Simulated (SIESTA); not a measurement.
Crystal: MgSe.

```
Se Mg
1.0
     0.00000    2.72550    2.72550
     2.72550    0.00000    2.72550
     2.72550    2.72550    0.00000
Se Mg
1 1
Direct
  0.50000 0.50000 0.50000
  0.00000 0.00000 0.00000
```

Program: SIESTA 5.4.2. Alike in all runs: task band structure; no spin polarisation; cell as given; k mesh 8 × 8 × 8; smearing fermi-dirac 0.05 eV; grid cutoff 800 Ry; energy shift 0.003 Ry.

Problem. Order these runs on this cell by their pressure, lowest first.
A. level revPBE; potentials or basis PseudoDojo 0.4 standard (PBE files), DZP (energy shift 0.003 Ry; two zetas on semicore shells)
B. level LDA; potentials or basis PseudoDojo 0.4 standard (LDA files), DZP (energy shift 0.003 Ry; two zetas on semicore shells)
C. level PBE; potentials or basis PseudoDojo 0.4 standard (PBE files), DZP (energy shift 0.003 Ry; two zetas on semicore shells)
D. level PBEsol; potentials or basis PseudoDojo 0.4 standard (PBEsol files), DZP (energy shift 0.003 Ry; two zetas on semicore shells)

Solution. B (0.1 GPa), D (1.9 GPa), C (4.1 GPa), A (5.7 GPa).

Caveats: the basis of atomic orbitals isn't converged, which shifts pressures, moduli and gaps; the potentials were made for another functional, which shifts forces and pressure (some runs).

Not every run made on this cell is shown here.
